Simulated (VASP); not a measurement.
# NaH (I-4m2) in VASP: further runs

Aim: see how the results for NaH move with the level of theory and the settings. Levels: HSE06, PBE, r2SCAN. Tasks: single point.

Everything below comes from runs of VASP 6.6.1. Logs are shortened: lines on timing, memory, paths and dates and some standing lists are left out, and cuts for length are marked.

## 1. The cell of the first run

Symmetry: I-4m2, No. 119, tetragonal system. Conventional cell: a = 3.591 Å, b = 3.591 Å, c = 5.355 Å, α = 90.00°, β = 90.00°, γ = 90.00°. Na (site symmetry -4m2) is surrounded by 4 H at 2.24 Å. H (site symmetry -4m2) is surrounded by 4 Na at 2.24 Å.

The cell was built by a generator and needn't be a form met in nature.

## 2. Single point, HSE06 (epitaxial_xy strain -2.2%)

POSCAR reads:

```
NaH
1.0
    0.0000000000      2.5392694138      2.6775996420
    2.5392694138      0.0000000000      2.6775996420
    2.5392694138      2.5392694138      0.0000000000
Na H
1 1
Direct
    0.0000000000      0.0000000000      0.0000000000
    0.2500000000      0.2500000000      0.2500000000
```

INCAR.step1 reads:

```
PREC = Accurate
ENCUT = 520
EDIFF = 1E-5
ISMEAR = 0
SIGMA = 0.01
LREAL = False
LASPH = True
NELM = 100
ALGO = Normal
ISIF = 2
LWAVE = True
LCHARG = False
GGA = PE
NBANDS = 11
```

INCAR.step2 reads:

```
PREC = Accurate
ENCUT = 520
EDIFF = 1E-7
ISMEAR = 0
SIGMA = 0.01
LREAL = False
LASPH = True
NELM = 100
ALGO = Normal
ISIF = 2
LWAVE = False
LCHARG = False
GGA = PE
LHFCALC = True
HFSCREEN = 0.2079
PRECFOCK = Normal
ISTART = 1
NBANDS = 11
```

KPOINTS reads:

```
Automatic mesh
0
Gamma
  6 6 6
```

Potentials or basis: VASP PAW PBE potentials, release 64 (Na_pv, H).

Run with:

```sh
> cat potpaw_PBE.64/Na_pv/POTCAR potpaw_PBE.64/H/POTCAR > POTCAR
> cp INCAR.step1 INCAR
> mpirun -np 1 vasp_std > vasp.out
> cp INCAR.step2 INCAR
> mpirun -np 1 vasp_std > vasp.out
```

OUTCAR:

```text
PREC = Accurate
   ENCUT = 520
   EDIFF = 1E-7
   ISMEAR = 0
   LREAL = False
   LASPH = True
   NELM = 100
   ISIF = 2
   GGA = PE
   LHFCALC = True
   HFSCREEN = 0.2079
   PRECFOCK = Normal
   ISTART = 1

 ion  position               nearest neighbor table
   1  0.000  0.000  0.000-
   2  0.250  0.250  0.250-

  LATTYP: Found a body centered tetragonal cell.
 ALAT       =     3.5910692435
 C/A-ratio  =     1.4912548104

  Lattice vectors:

 A1 = (  -2.5392694138,   0.0000000000,   2.6775996420)
 A2 = (   2.5392694138,   0.0000000000,   2.6775996420)
 A3 = (   0.0000000000,   2.5392694138,  -2.6775996420)

Analysis of symmetry for initial positions (statically):
=====================================================================
 Subroutine PRICEL returns:
 Original cell was already a primitive cell.

 Routine SETGRP: Setting up the symmetry group for a
 body centered tetragonal supercell.

 Subroutine GETGRP returns: Found  8 space group operations
 (whereof  8 operations were pure point group operations)
 out of a pool of 16 trial point group operations.

The static configuration has the point symmetry D_2d.

Analysis of symmetry for dynamics (positions and initial velocities):
=====================================================================
 Subroutine PRICEL returns:
 Original cell was already a primitive cell.

 Routine SETGRP: Setting up the symmetry group for a
 body centered tetragonal supercell.

 Subroutine GETGRP returns: Found  8 space group operations
 (whereof  8 operations were pure point group operations)
 out of a pool of 16 trial point group operations.

The dynamic configuration has the point symmetry D_2d.

 Subroutine INISYM returns: Found  8 space group operations
 (whereof  8 operations are pure point group operations),
 and found     1 'primitive' translations

----------------------------------------------------------------------------------------

                                     Primitive cell

  volume of cell :      34.5297

  direct lattice vectors                    reciprocal lattice vectors
     0.000000000  2.539269414  2.677599642    -0.196907031  0.196907031  0.186734414
     2.539269414  0.000000000  2.677599642     0.196907031 -0.196907031  0.186734414
     2.539269414  2.539269414  0.000000000     0.196907031  0.196907031 -0.186734414

  length of vectors
[... 97 lines left out ...]
   ISMEAR =     0;   SIGMA  =   0.01  broadening in eV -4-tet -1-fermi 0-gaus
   EFERMI_NEDOS =   21; number of points for ismear=-14 and -15
   IALGO  =     38    algorithm
   IMIX   =      1    mixing-type and parameters
     AMIX     =   0.40;   BMIX     =  1.00
     AMIX_MAG =   1.60;   BMIX_MAG =  1.00
  volume/ion in A,a.u.               =      17.26       116.51
  Fermi-wavevector in a.u.,A,eV,Ry     =   1.005481  1.900083 13.755375  1.010992
  Thomas-Fermi vector in A             =   2.138163
   LORBIT       =      0    0 simple, 1 ext, 2 COOP (PROOUT), +10 PAW based schemes
   GGA     = PE    functional components
   LHFCALC =     T    Hartree Fock is set to
   PRECFOCK=normal    Normal, Fast or Accurate (Low or Medium for compatibility)
   ENCUT4O =  -1.0   cutoff for four orbital integrals eV
   NKREDX  =     1    reduce k-point grid by
   NKREDY  =     1    reduce k-point grid by
   NKREDZ  =     1    reduce k-point grid by
   AEXX    =    0.2500 exact exchange contribution
   HFSCREEN=    0.2079 screening length (either q_TF or 0.3 A-1)
   HFSCREENC=   0.2079 screening length for correlation (either q_TF or 0.3 A-1)
   ENCUTFOCK=  -1.0 apply spherical cutoff to Coloumb kernel
   IVDW    =     0    specifies the selected vdW correction
   LEPSILON=     F    determine dielectric tensor
   LRPA    =     F    only Hartree local field effects (RPA)
 non-spin polarized calculation
 Gauss-broadening in eV      SIGMA  =   0.01
  energy-cutoff  :      520.00
  volume of cell :       34.53
 maximum number of plane-waves:       950
  NGX = 24; NGY = 24; NGZ = 24

 number of electron       8.0000008 magnetization

 Free energy of the ion-electron system (eV)
  ---------------------------------------------------
  ext. energy  EPLUGINS =         0.00000000
  ---------------------------------------------------
  free energy    TOTEN  =        -5.65195817 eV

  energy without entropy =       -5.65195817  energy(sigma->0) =       -5.65195817

 E-fermi :  -2.4978     XC(G=0):  -5.8334

 val. band max:       -2.5533625912   @ k =  -0.3333   0.1667   0.5000
 cond. band min:       2.0283702260   @ k =   0.5000   0.0000   0.0000
 fundamental gap:      4.5817328172
 Fermi energy:        -2.4978428159

 k-point     1 :       0.0000    0.0000    0.0000
  band No.  band energies     occupation
      1     -26.8391      2.00000
      2     -26.8391      2.00000
      3     -26.8315      2.00000
      4      -5.7064      2.00000
      5       7.0194      0.00000
      6      12.1636      0.00000
      7      12.2768      0.00000
      8      12.2768      0.00000
      9      14.9253      0.00000
     10      14.9786      0.00000
     11      14.9786      0.00000
[... 309 lines left out ...]
 k-point    24 :       0.5000    0.0000    0.3333
  band No.  band energies     occupation
      1     -26.8801      2.00000
      2     -26.8585      2.00000
      3     -26.8456      2.00000
      4      -2.8514      2.00000
      5       3.6622      0.00000
      6       5.8365      0.00000
      7       8.5890      0.00000
      8       8.8218      0.00000
      9      13.1765      0.00000
     10      17.5003      0.00000
     11      19.2311      0.00000

 [... further k-points ...]

------------------------ aborting loop because EDIFF is reached ----------------------------------------

  FORCE on cell =-STRESS in cart. coord.  units (eV):
  Direction    XX          YY          ZZ          XY          YZ          ZX
  --------------------------------------------------------------------------------------
  -------------------------------------------------------------------------------------
  Total        0.0913042      0.0913042      0.0114984      0.0000000      0.0000000      0.0000000
  in kB        4.2365110      4.2365110      0.5335270      0.0000000      0.0000000      0.0000000
  external PRESSURE =       3.0021830 kB  Pullay stress =       0.0000000 kB

 VOLUME and BASIS-vectors are now :
 -----------------------------------------------------------------------------
  energy-cutoff  :      520.00
  volume of cell :       34.53
      direct lattice vectors                 reciprocal lattice vectors
     0.000000000  2.539269414  2.677599642    -0.196907031  0.196907031  0.186734414
     2.539269414  0.000000000  2.677599642     0.196907031 -0.196907031  0.186734414
     2.539269414  2.539269414  0.000000000     0.196907031  0.196907031 -0.186734414

 POSITION                                       TOTAL-FORCE (eV/Angst)
 -----------------------------------------------------------------------------------
      0.00000      0.00000      0.00000        -0.000000     -0.000000      0.000000
      1.26963      1.26963      1.33880         0.000000      0.000000     -0.000000
 -----------------------------------------------------------------------------------
    total drift:                                0.000000      0.000000      0.000001

  FREE ENERGIE OF THE ION-ELECTRON SYSTEM (eV)
  ---------------------------------------------------
  free  energy   TOTEN  =        -5.6519581736 eV

  energy  without entropy=       -5.6519581736  energy(sigma->0) =       -5.65195817
```

OSZICAR.step1:

```text
N       E                     dE             d eps       ncg     rms          rms(c)
DAV:   1     0.336698211379E+02    0.33670E+02   -0.44458E+03   660   0.699E+02
DAV:   2    -0.424254203767E+01   -0.37912E+02   -0.37206E+02   678   0.171E+02
DAV:   3    -0.552480031288E+01   -0.12823E+01   -0.12805E+01   823   0.320E+01
DAV:   4    -0.553411174050E+01   -0.93114E-02   -0.93103E-02   765   0.274E+00
DAV:   5    -0.553421732552E+01   -0.10559E-03   -0.10558E-03   753   0.302E-01    0.355E+00
DAV:   6    -0.508355010544E+01    0.45067E+00   -0.48306E-01   873   0.261E+00    0.159E+00
DAV:   7    -0.497573931921E+01    0.10781E+00   -0.44636E-01   769   0.211E+00    0.412E-01
DAV:   8    -0.498728576057E+01   -0.11546E-01   -0.22149E-02   681   0.101E+00    0.993E-02
DAV:   9    -0.498744037098E+01   -0.15461E-03   -0.23227E-03   770   0.373E-01    0.228E-02
DAV:  10    -0.498743644807E+01    0.39229E-05   -0.10266E-04   732   0.842E-02    0.746E-03
DAV:  11    -0.498746205500E+01   -0.25607E-04   -0.43406E-05   717   0.259E-02    0.828E-03
DAV:  12    -0.498746091056E+01    0.11444E-05   -0.43840E-06   677   0.794E-03
   1 F= -.49874609E+01 E0= -.49874609E+01  d E =-.761907E-23
```

It took 8.3 min on 1 thread of Intel Xeon 6975P-C (Granite Rapids), shared host; peak memory 0.27 GiB.

Results:

```
Free energy            : -5.6520 eV
Pressure               : 0.3 GPa
Band gap on the k mesh : 4.58 eV, indirect (least direct gap 5.40 eV)
```

Caveat: the PAW data sets were made with another functional, which shifts forces and pressure a little. A k mesh can miss the band edges.

[end of part 1 of 2]
